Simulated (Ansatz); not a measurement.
BaS, CsCl type, relaxed with r2SCAN: 8 runs in Ansatz, each a construction of maximally localised Wannier functions. Space group Pm-3m (No. 221), cubic; a = 3.834 Å in the conventional setting, 28.17 Å³ an atom. Around Ba lie 8 S at 3.32 Å; around S lie 8 Ba at 3.32 Å. Note: simulated data, non-magnetic, for a generated structure that need not be the stable one.

```
Ba S
1.0
     3.83376    0.00000    0.00000
     0.00000    3.83376    0.00000
     0.00000    0.00000    3.83376
Ba S
1 1
Cartesian
  0.0000 0.0000 0.0000
  1.9169 1.9169 1.9169
```

Windows count from the top of the filled bands; a dash means that no such window was set (without an outer window there is no disentanglement). Rows marked drawn have settings drawn at random (some not listed).

| functional | SCF mesh | trial orbitals | functions | mesh | window (eV) | frozen (eV) | settings | Ω total (Å²) | Ω invariant (Å²) | largest spread (Å²) | least projectability | interpolation miss of the model's filled bands (eV, to the nearest computed level) |
| --- | --- | --- | --- | --- | --- | --- | --- | --- | --- | --- | --- | --- |
| PBE | 6×6×6 | S s, S p | 4 | 4×4×4 | – | – | chosen | 9.14 | 8.00 | 2.29 | 0.82 | 0.091 |
| PBE | 6×6×6 | S p | 3 | 4×4×4 | – | – | drawn | 7.44 | 7.42 | 2.48 | 0.89 | 0.085 |
| r2SCAN | 6×6×6 | S s, S p | 4 | 4×4×4 | – | – | chosen | 8.98 | 7.83 | 2.25 | 0.81 | 0.085 |
| HSE06 | 4×4×4 | S s, S p | 4 | 4×4×4 | – | – | chosen | 9.39 | 8.23 | 2.36 | 0.75 | – |
| HSE06 | 4×4×4 | S p | 3 | 4×4×4 | – | – | chosen | 7.18 | 7.16 | 2.39 | 0.90 | – |
| PBE | 6×6×6 | S p | 3 | 7×7×7 | – | – | drawn | 8.15 | 8.14 | 2.72 | 0.89 | 0.021 |

**Question.** Estimate from these rows what the further settings give.

| functional | SCF mesh | trial orbitals | functions | mesh | window (eV) | frozen (eV) | settings |
| --- | --- | --- | --- | --- | --- | --- | --- |
| PBE | 6×6×6 | S s, S p | 4 | 6×6×6 | – | – | chosen |
| r2SCAN | 6×6×6 | S p | 3 | 4×4×4 | – | – | chosen |

**Answer.**
```csv
functional,SCF mesh,trial orbitals,functions,mesh,window (eV),frozen (eV),settings,Ω total (Å²),Ω invariant (Å²),largest spread (Å²),least projectability,"interpolation miss of the model's filled bands (eV, to the nearest computed level)"
PBE,6×6×6,"S s, S p",4,6×6×6,–,–,chosen,9.89,8.71,2.47,0.79,0.029
r2SCAN,6×6×6,S p,3,4×4×4,–,–,chosen,7.17,7.16,2.39,0.90,0.080
```

For S s, S p with PBE the spread goes 9.14 Å² (4×4×4), 9.89 Å² (6×6×6): finite differences on a coarse mesh understate it.

Spin-orbit coupling is left out.
